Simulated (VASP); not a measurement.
Here is a VASP 6.6.1 calculation.

Contents of POSCAR:

```
CdSe
1.0
    0.0000000000      3.0702711986      3.0702711986
    3.0702711986      0.0000000000      3.0702711986
    3.0702711986      3.0702711986      0.0000000000
Cd Se
1 1
Direct
    0.0000000000      0.0000000000      0.0000000000
    0.2500000000      0.2500000000      0.2500000000
```

The input INCAR.step1:

```
PREC = Accurate ; ENCUT = 450
EDIFF = 1E-8 ; ISMEAR = 0
SIGMA = 0.01 ; LREAL = F
LASPH = T ; NELM = 60
ALGO = Normal ; LWAVE = T
LCHARG = F ; GGA = PE
```

The input INCAR.step2:

```
PREC = Accurate ; ENCUT = 450
EDIFF = 1E-8 ; ISMEAR = 0
SIGMA = 0.01 ; LREAL = F
LASPH = T ; NELM = 1
ALGO = Exact ; LWAVE = T
LCHARG = F ; GGA = PE
NBANDS = 326 ; LOPTICS = T
ISTART = 1
```

The input INCAR.step3:

```
PREC = Accurate ; ENCUT = 450
EDIFF = 1E-8 ; ISMEAR = 0
SIGMA = 0.01 ; LREAL = F
LASPH = T ; ALGO = EVGW0
LWAVE = F ; LCHARG = F
GGA = PE ; NELMGW = 1
NBANDS = 326 ; ENCUTGW = 180
NOMEGA = 50 ; PRECFOCK = Fast
ISTART = 1 ; NBANDSGW = 17
```

KPOINTS

```
regular mesh
0
Gamma
  4 4 4
```

Potentials or basis: VASP PAW PBE potentials, release 64 (Cd_GW, Se_GW).

Launch:

```bash
$ cat potpaw_PBE.64/Cd_GW/POTCAR potpaw_PBE.64/Se_GW/POTCAR > POTCAR
$ cp INCAR.step1 INCAR
$ mpirun -np 1 vasp_std > vasp.out
$ cp INCAR.step2 INCAR
$ mpirun -np 1 vasp_std > vasp.out
$ cp INCAR.step3 INCAR
$ mpirun -np 1 vasp_std > vasp.out
```

(1) Estimate the quasiparticle gap.

(2) Estimate the least direct quasiparticle gap.

(3) Estimate the band gap on the k mesh, mean-field level.

## Answers

(1) 1.19 eV.

(2) 1.19 eV.

(3) 0.53 eV, direct.

Caveat: the k mesh is coarse (spacing up to 0.44 Å⁻¹), so the values aren't converged; bands, screening cutoff and mesh are small and nothing is extrapolated, so the quasiparticle values aren't converged.
